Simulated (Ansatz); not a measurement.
Here is an Ansatz 0.2.0 calculation.

input.yaml

```yaml
crystal:
  lattice:
    - [-1.9814305318, 1.9814305318, 1.9814305318]
    - [1.9814305318, -1.9814305318, 1.9814305318]
    - [1.9814305318, 1.9814305318, -1.9814305318]
  atoms:
    - { symbol: Bi, position: [0.0, 0.0, 0.0] }
hamiltonian:
  xc: mr2scan
  pseudopotentials:
    kind: nc
    accuracy: standard
    azcp: { Bi: Bi_ONCV_PBE-1.2.nc.azcp }
magnetization:
  spin_polarized: true
kpoints:
  mp_grid: { grid: [9, 9, 9] }
scf:
  occupations: { method: cold, width: 0.01 }
output:
  forces: true
  stress: true
  eigenvalues: true
```

Potentials or basis: SG15 NC.

Command:

```bash
$ ansatz run input.yaml --threads 1 --pin off --max-ram 2560MiB --backend cpu --events-out ev --progress --plain --runs-dir out
```

Problem. What does it give for the net moment?

Solution. 0.00 μB per cell.

Problem. Predict the pressure.

Solution. -1.4 GPa.

Problem. Estimate the band gap on the k mesh.

Solution. None (metal or under the smearing width).

Problem. Predict the absolute moment.

Solution. 0.00 μB per cell.

Caveat: the potentials were made for another functional, which shifts forces and pressure; spin-orbit coupling is left out, which moves the levels of the heavy elements.
